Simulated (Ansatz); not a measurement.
## Ru: which structure is lowest?

All numbers below come from DFT, RPBE, plane waves (420 eV) with PAW, scalar-relativistic (Ansatz 0.2.0). The PAW files were generated under PBE, with cores re-solved for the functional.

Each structure is relaxed within its own symmetry, so a high-lying one may be dynamically unstable.

| structure | ΔE (meV/atom) | V (Å³/atom) | cell | magnetic state |
| --- | --- | --- | --- | --- |
| hcp | 0 | 13.97 | a = 2.737 Å, c = 4.306 Å (c/a = 1.573) | non-magnetic |
| dhcp | 83 | 14.04 | a = 2.723 Å, c = 8.743 Å (c/a = 3.210) | spin not included |
| fcc | 113 | 14.05 | a = 3.831 Å | spin not included |
| omega (AlB2-type) | 252 | 14.33 | a = 4.290 Å, c = 2.698 Å (c/a = 0.629) | spin not included |
| A15 | 378 | 14.45 | a = 4.871 Å | spin not included |
| bcc | 612 | 14.48 | a = 3.071 Å | spin not included |
| simple cubic | 1107 | 16.13 | a = 2.527 Å | spin not included |
| diamond | 1111 | 20.66 | a = 5.488 Å | spin not included |

ΔE counts from hcp.

Differences under about 8 meV lie within the error of the k-point mesh.
